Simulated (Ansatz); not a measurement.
Reaction (formal exchange of groups at the Sn–C bond): `CO[C](=N)[SnH3]` + `CCCS` → `SC[CH2][SnH3]` + `COC(C)=N`

Calculated with Ansatz (gas phase, PBE0-D4/def2-TZVP geometries, no zero-point term in ΔE). CCSD(T)/CBS adds triple-zeta CCSD(T) − MP2 to the extrapolated MP2 energy (def2 sets, frozen cores). DFT in def2-TZVPP. Elements past krypton have def2 core potentials. For Sn outer-core shells are correlated without core-valence functions, which leaves a few kJ/mol of doubt a bond. One conformer a species, not always the lowest.

| level | ΔE (kJ/mol) |
| --- | --- |
| r2SCAN-D4 | -33.3 |
| PBE0-D4 | -34.4 |
| B2PLYP | -32.9 |
| PBE | -29.9 |
| CCSD/def2-TZVPP | -35.1 |
| CCSD(T)/def2-TZVPP | -32.9 |
| SCS-MP2/def2-QZVPP | -36.2 |
| CCSD/CBS(def2) | -37.8 |

(1) What does CCSD(T)/CBS give? (An estimate is asked.)

Largest T1 diagnostic among the species: 0.014.

Results:

(1) Computed: -35.6 kJ/mol. The listed levels differ from it by 2.3, 1.2, 2.7, 5.7, 0.5, 2.7, -0.6, -2.2 kJ/mol.

In def2-TZVPP, CCSD(T) changes the Hartree–Fock value by +8.4 kJ/mol (the triples alone add +2.2 kJ/mol) and MP2 by +5.4 kJ/mol. From PBE to PBE0 (25 % exact exchange), in def2-TZVPP and without D4, ΔE moves by −5.4 kJ/mol.

CCSD(T)/CBS has its own doubt, a few kJ/mol and more with outer-core shells, so smaller differences from it don't rank the levels.
